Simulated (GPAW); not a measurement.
Crystal: CO2.

```
O C
1.0
    -1.97473    1.97473    3.01406
     1.97473   -1.97473    3.01406
     1.97473    1.97473   -3.01406
O C
4 2
Direct
  0.87500 0.95980 0.58480
  0.37500 0.29020 0.41520
  0.04020 0.62500 0.91520
  0.70980 0.12500 0.08480
  0.00000 0.00000 0.00000
  0.75000 0.25000 0.50000
```

The cell comes from a database or a generator and needn't be the stable form of this composition.

Base run:

* Program: GPAW 26.7.0
* Functional: LDA
* Potentials or basis: the program's PAW data sets (release 1.2.1) made for this functional
* Cutoff: 800 eV
* Basis: pw
* k mesh: 6 × 6 × 6
* Occupations: fermi-dirac, width 0.05 eV
* Spin: no spin polarisation

Its results: band gap on the k mesh 7.45 eV, indirect (least direct gap 7.93 eV); pressure -13.3 GPa; largest force 0.465 eV/Å.

Question: The run is repeated on the same cell with these changes: functional from LDA to r2SCAN; potentials or basis from the program's PAW data sets (release 1.2.1) made for this functional to GPAW PAW data sets (gpaw-data 1.2.1). What comes out?

Answer: Band gap on the k mesh 8.49 eV, indirect (least direct gap 8.89 eV); pressure -7.5 GPa; largest force 0.216 eV/Å.

Caveats: the PAW data sets were made with another functional, which shifts forces and pressure a little (some runs).

Not every run made on this cell is shown here.
